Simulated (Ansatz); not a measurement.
Fe:

```xyz
1
Lattice="-1.4430 1.4430 1.4430 1.4430 -1.4430 1.4430 1.4430 1.4430 -1.4430" Properties=species:S:1:pos:R:3 pbc="T T T"
Fe    0.0000    0.0000    0.0000
```

- Program: Ansatz 0.2.0
- Task: relaxation of cell and atoms
- Functional: RPBE
- Potentials or basis: Ansatz PAW
- Cutoff: 420 eV (not typed: the program's choice for these potentials)
- k mesh: 13 × 13 × 13
- Occupations: fermi-dirac, width 0.05 eV
- Spin: collinear spin, ferromagnetic start
- Starting moments: [3.0] μB

At the start: volume 12.02 Å³/atom.

**Question.** How do energy, volume and symmetry change on relaxing?

**Answer.** It ends after 5 steps and the volume is 11.69 Å³/atom (-2.7 %); space group Im-3m (No. 229, to 0.05 Å); moment 2.21 μB per cell.

Step by step:
```
step  energy change (eV)  largest force (eV/Å)  volume (Å³)
   1              0.0000                0.0000        12.02
   2             -0.0026                0.0000        11.87
   3             -0.0038                0.0000        11.67
   4             -0.0038                0.0000        11.69
   5             -0.0035                0.0000        11.69
```

Final structure:
```
Fe
1.0
    -1.42992    1.42992    1.42992
     1.42992   -1.42992    1.42992
     1.42992    1.42992   -1.42992
Fe
1
Direct
  0.00000 0.00000 0.00000
```

Caveat: the plane-wave basis is chosen anew once the cell has moved, so the energies of steps on either side of that aren't comparable; the PAW data sets come from PBE, with cores solved anew for the run's functional, which leaves a small shift of forces and pressure.
